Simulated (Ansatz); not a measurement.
input.yaml (Ansatz)

```yaml
crystal:
  lattice:
    - [0.0, 1.7142163168, 1.7142163168]
    - [1.7142163168, 0.0, 1.7142163168]
    - [1.7142163168, 1.7142163168, 0.0]
  atoms:
    - { symbol: Mn, position: [0.0, 0.0, 0.0], spin: 3.0 }
hamiltonian:
  xc: lda
  pseudopotentials:
    kind: paw
    azcp:
      Mn: "pseudopotentials/Mn.paw.azcp"
basis:
  ecutwfc: 420
  fft_grid_basis: typed
kpoints:
  mp_grid: { grid: [26, 26, 26], shift: [0, 0, 0] }
magnetization:
  spin_polarized: true
scf:
  occupations: { method: fermi_dirac, width: 0.05 }
output:
  write_density: true
  write_potential: true
  elf: true
  volumetric_format: npy
```

Terminal output

```
Warning: the record states the generating functional pbe (its physics header spells it `PBE`), which answers neither for hamiltonian.xc's functional nor for the lda family's — results may be inconsistent (PPs are generated against a specific XC)
Engine: ansatz 0.2.0, aarch64-unknown-linux-gnu
Pseudopotentials: kind: paw
Pseudopotential: Mn, paw, valence charge 15, recommended cutoff 420 eV (normal) 
Functional definition: SPW92
  exchange = slater_x
  correlation = pw_c
Crystal: 1 atoms, lattice volume = 10.075 Å³
Basis set: ecut = 420 eV, 181 PW (Γ)
Bands: 13, of which v1, the nominal top of the filled ones, is band 8 counted from 1 (7 counted from 0)
Symmetry: 48 space group operations
Space group: Fm-3m (ITA 225), of the structure as read, at distance tolerance 2.2e-5 Å
Magnetic group: BNS 225.116 (UNI 1618), of the structure as read, at distance tolerance 2.2e-5 Å
k-points: 511 of 17576
Non-local potential: Mn, projectors of the file, l = 0: 3, l = 1: 2, l = 2: 3, l = 3: 1
PAW form: soft (Blöchl's): semilocal exchange-correlation on the pseudo side does not see the compensation charge
PAW frozen core: Mn, regenerated for the run's functional, and the local potential with it (the file was generated under x = pbe(κ = 0.804, μ = 0.2195149727645171), c = pbe(β = 0.06672455060314922))
PAW one-centre angular grid: Mn, 590 points (default); XC on 64 Gauss nodes
Initial density: superposition of atomic densities (chi_scale 0.1, normalization cell)
Starting moments: Σ|m| = 3 μB on 1 of 1 site
Initial wavefunctions: pseudopotential atomic-orbital guess
Functional: x = slater, c = lda
SCF iter   1: F=—  HF=-3843.532531 eV  |F-HF|=—  |Δ(HF+E_count)|=         —  Δρ=4.23e-1 (↑4.23e-1 ↓2.06e-1)  dr2=4.29e0  dr2_m=8.77e0  M=0.233 μB ∫|m|=0.233 μB  β_m=0.30  ethr=3.10e-3  ⟨swp⟩=4.4  Hψ=60525  notcnv=0
Mixer restart at iter 1: flushing history
SCF iter   2: F=—  HF=-3840.647883 eV  |F-HF|=—  |Δ(HF+E_count)|=    2.88e0  Δρ=2.12e-1 (↑1.86e-1 ↓2.12e-1)  dr2=4.97e-2  dr2_m=3.63e0  M=0.365 μB ∫|m|=0.365 μB  β_m=0.42  ethr=3.10e-3  ⟨swp⟩=3.1  Hψ=37170  notcnv=0  defer=741
SCF iter   3: F=—  HF=-3841.303115 eV  |F-HF|=—  |Δ(HF+E_count)|=   6.55e-1  Δρ=1.43e-1 (↑1.43e-1 ↓8.05e-2)  dr2=3.16e-1  dr2_m=1.13e0  M=0.173 μB ∫|m|=0.173 μB  β_m=0.48  ethr=3.31e-4  ⟨swp⟩=3.3  Hψ=34856  notcnv=0  defer=711
SCF iter   4: F=—  HF=-3841.299186 eV  |F-HF|=—  |Δ(HF+E_count)|=   3.93e-3  Δρ=1.50e-2 (↑7.33e-3 ↓1.50e-2)  dr2=1.24e-2  dr2_m=9.31e-3  M=0.049 μB ∫|m|=0.049 μB  β_m=0.74  ethr=3.31e-4  ⟨swp⟩=2.5  Hψ=27579  notcnv=0  defer=678
SCF iter   5: F=—  HF=-3841.299660 eV  |F-HF|=—  |Δ(HF+E_count)|=   4.74e-4  Δρ=6.94e-3 (↑4.89e-3 ↓6.94e-3)  dr2=3.43e-4  dr2_m=3.20e-3  M=-0.012 μB ∫|m|=0.012 μB  β_m=0.74  ethr=8.27e-5  ⟨swp⟩=2.1  Hψ=21993  notcnv=0  defer=641
SCF iter   6: F=—  HF=-3841.300942 eV  |F-HF|=—  |Δ(HF+E_count)|=   1.28e-3  Δρ=1.16e-3 (↑4.64e-4 ↓1.16e-3)  dr2=5.17e-5  dr2_m=5.36e-5  M=-0.002 μB ∫|m|=0.002 μB  β_m=0.87  ethr=2.29e-6  ⟨swp⟩=2.2  Hψ=21733  notcnv=0  defer=641
SCF iter   7: F=—  HF=-3841.301027 eV  |F-HF|=—  |Δ(HF+E_count)|=   8.46e-5  Δρ=2.33e-4 (↑8.14e-5 ↓2.33e-4)  dr2=6.04e-6  dr2_m=8.10e-7  M=-0.000 μB ∫|m|=0.000 μB  β_m=0.94  ethr=3.44e-7  ⟨swp⟩=2.4  Hψ=18299  notcnv=0  defer=645
SCF iter   8: F=—  HF=-3841.301028 eV  |F-HF|=—  |Δ(HF+E_count)|=   1.30e-6  Δρ=1.38e-5 (↑1.38e-5 ↓4.67e-6)  dr2=1.47e-8  dr2_m=4.99e-9  M=0.000 μB ∫|m|=0.000 μB  β_m=0.91  ethr=4.03e-8  ⟨swp⟩=2.5  Hψ=17442  notcnv=0  defer=645
SCF iter   9: F=—  HF=-3841.301028 eV  |F-HF|=—  |Δ(HF+E_count)|=   5.77e-9  Δρ=5.62e-6 (↑5.62e-6 ↓3.87e-6)  dr2=4.84e-10  dr2_m=1.98e-9  M=0.000 μB ∫|m|=0.000 μB  β_m=0.95  ethr=9.83e-11  ⟨swp⟩=2.2  Hψ=20242  notcnv=0  defer=645
SCF iter  10: F=—  HF=-3841.301028 eV  |F-HF|=—  |Δ(HF+E_count)|=  2.25e-10  Δρ=3.60e-7 (↑2.19e-7 ↓3.60e-7)  dr2=7.63e-12  dr2_m=1.54e-12  M=-0.000 μB ∫|m|=0.000 μB  β_m=0.94  ethr=3.23e-12  ⟨swp⟩=1.6  Hψ=15471  notcnv=0  defer=645
SCF iter  11: F=-3841.301028 eV  HF=-3841.301028 eV  |F-HF|=0.00e0  |Δ(HF+E_count)|=  5.91e-12  Δρ=9.82e-8 (↑6.68e-8 ↓9.82e-8)  dr2=1.06e-13  dr2_m=5.01e-13  M=-0.000 μB ∫|m|=0.000 μB  ethr=1.00e-12  ⟨swp⟩=3.4  Hψ=39130  notcnv=0
SCF 1 converged in 11 iterations: F = -3841.301028 eV  dr2 = 1.06e-13
WARN: the starting moments were not kept: the SCF closed with an absolute magnetisation of 1.2e-6 μB, where they sum to 3 μB in size (1 site). That is at most 0.1 of that sum. Measured as dr2_m measures the in/out step, that magnetisation stands 2.3e-12 eV from none, at or under the dr2_threshold of 1.0e-7 eV: it is no larger than a step whose dr2_m would equal this threshold. The system may hold no moment; this SCF shows only that its start led to no more than that. To try another start: raise the starting moments (crystal.atoms[].spin, magnetization.per_species, magnetization.initial_magnetization, or on a non-collinear deck that types none of these the spinor_matrix: blocks that start its atoms; where the total moment is fixed, keep their sum and leave initial_magnetization as it is; typed ones take the place of any that the run laid by itself, positive ones on a crystal's lanthanoids without a Hubbard term where scf.initial_density.shell_occupations: [] is typed) or, if the notice of its spin-set hold's release reads "site moments contracting" or "site moments show no strong build", lengthen the hold (scf.mixing.spin_hold: { on: { confirm: 4 } }; for m-r²SCAN on two components see the key's manual first). Each may lead to a state that holds a moment. A second SCF, from the converged charge density, with the starting moments and any scf.initial_density.shell_occupations laid on it anew, would have followed, and was not run: the deck does not ask for one (magnetization.retry_lost_moments is false, the default). To let it run, set magnetization.retry_lost_moments: true and run the deck again, where that key's refused combinations let it; where memory then withholds it, that run's warning says so.
SCF converged after 11 iterations
Magnetization: -0.0000 μB (7.5000 up, 7.5000 down)
Absolute magnetization: 0.0000 μB (∫|ρ↑−ρ↓|, with the PAW one-centre terms)
Spin contamination: 0.0000 ħ² per cell (⟨S²⟩ above its minimum at these occupations)
Per-site moments (μB) at R_I (Å): [(-1.1807288508005959e-6, 1.0000105351746733)]
Free energy (F): -3841.301028 eV
Harris-Foulkes:  -3841.301028 eV  (|F-HF|=0.00e0)
Internal energy: -3841.289146 eV  (E = F + TS)
E sigma→0 (E₀):  -3841.295087 eV
Entropy (-TS):   -0.011882 eV (-11.882 meV/atom)
Fermi energy:    21.530887 eV
--- Per-component energies (eV) ---
  E_band       = -137.224530
  E_kinetic    = 311.025797
  E_local      = -1497.642777  (includes V_loc(G=0)·N_el)
  E_nonlocal   = 240.592711
  E_hartree    = 625.477034
  E_xc         = -116.205745
  E_vxc        = -149.611507  (∫ρ·V_xc dr)
  E_paw        = -1238.538416  (= ΣΔE_a)
  E_vpaw       = -292.542818  (= ΣTr[D̂ρ^β])
  E_aug_tail   = -0.000009  (compensation charges beyond the density's cutoff)
  E_ewald      = -2166.381695
  E_core_change = 0.383953  (= ΣΔE_core)
  E_smearing   = -0.011882  (= −TS)
  E_closure    = -0.000000  (closes the sum)
  Σ components = -3841.301028   (vs F -3841.301028, Δ=0.00e0)
--- Band table (eV; the first three rows and the last of 1022) ---
  k-point 0 ↑: bands = ["-57.1295", "-25.6686", "-25.6686", "-25.6686", "12.9533", "20.2635", "20.2635", "20.2635", "22.1071", "22.1071", "43.4141", "49.4582", "49.4582"]
  k-point 1 ↑: bands = ["-57.1265", "-25.6831", "-25.6704", "-25.6704", "13.0200", "20.2334", "20.2859", "20.2859", "22.0948", "22.0948", "43.4256", "48.7724", "49.4616"]
  k-point 2 ↑: bands = ["-57.1176", "-25.7257", "-25.6758", "-25.6758", "13.2177", "20.1477", "20.3487", "20.3487", "22.0627", "22.0627", "43.4150", "47.3784", "49.4702"]
  k-point 510 ↓: bands = ["-56.8506", "-26.3259", "-26.2584", "-26.0226", "17.6446", "18.8740", "19.4548", "21.9086", "23.7949", "31.4413", "32.6294", "34.3076", "36.1573"]
```
